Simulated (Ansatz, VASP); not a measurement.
Two plane-wave programs on Ga

Contents of POSCAR:

```
Ga
1.0
   -1.5879509237      1.5879509237      1.5879509237
    1.5879509237     -1.5879509237      1.5879509237
    1.5879509237      1.5879509237     -1.5879509237
Ga
1
Direct
    0.0000000000      0.0000000000      0.0000000000
```

INCAR.step1

```
PREC = Accurate ; ENCUT = 520
ISMEAR = -1 ; SIGMA = 0.1
LREAL = F ; LASPH = T
NELM = 100 ; NBANDS = 12
GGA = PE ; ALGO = Normal
EDIFF = 1E-4 ; LWAVE = T
LCHARG = F
```

The input INCAR.step2:

```
PREC = Accurate ; ENCUT = 520
EDIFF = 1E-6 ; ISMEAR = -1
SIGMA = 0.1 ; LREAL = F
LASPH = T ; NELM = 100
ALGO = Normal ; ISIF = 2
LWAVE = F ; LCHARG = F
METAGGA = R2SCAN ; LMIXTAU = T
NBANDS = 12 ; ISTART = 1
```

The input KPOINTS:

```
regular mesh
0
Gamma
  15 15 15
```

Input for Ansatz:

```yaml
crystal:
  lattice:
    - [-1.5879509237, 1.5879509237, 1.5879509237]
    - [1.5879509237, -1.5879509237, 1.5879509237]
    - [1.5879509237, 1.5879509237, -1.5879509237]
  atoms:
    - { symbol: Ga, position: [0.0, 0.0, 0.0] }
hamiltonian:
  xc: r2scan
  pseudopotentials:
    kind: paw
    azcp:
      Ga: "pseudopotentials/Ga.paw.azcp"
basis:
  ecutwfc: 500
  fft_grid_basis: typed
kpoints:
  mp_grid: { grid: [15, 15, 15], shift: [0, 0, 0] }
magnetization:
  spin_polarized: false
scf:
  occupations: { method: fermi_dirac, width: 0.1 }
  lower_state_search: "off"
output:
  stress: true
  write_density: true
  write_potential: true
  elf: true
  volumetric_format: npy
```

Alike in both runs: task single point; functional r2SCAN; k mesh 15 × 15 × 15; occupations fermi-dirac, width 0.1 eV; no spin polarisation.

```csv
,VASP,Ansatz
version,VASP 6.6.1,Ansatz 0.2.0
potentials or method,"VASP PAW PBE potentials, release 64 (Ga_d)","plane waves (500 eV) with PAW, scalar-relativistic"
plane-wave cutoff (eV),520,500
valence electrons in the cell,13,13
```

```tsv
	VASP	Ansatz	Ansatz less VASP
pressure (GPa)	9.9	9.7	-0.21
```

Caveats: the PAW data sets were made with another functional, which shifts forces and pressure a little (VASP).
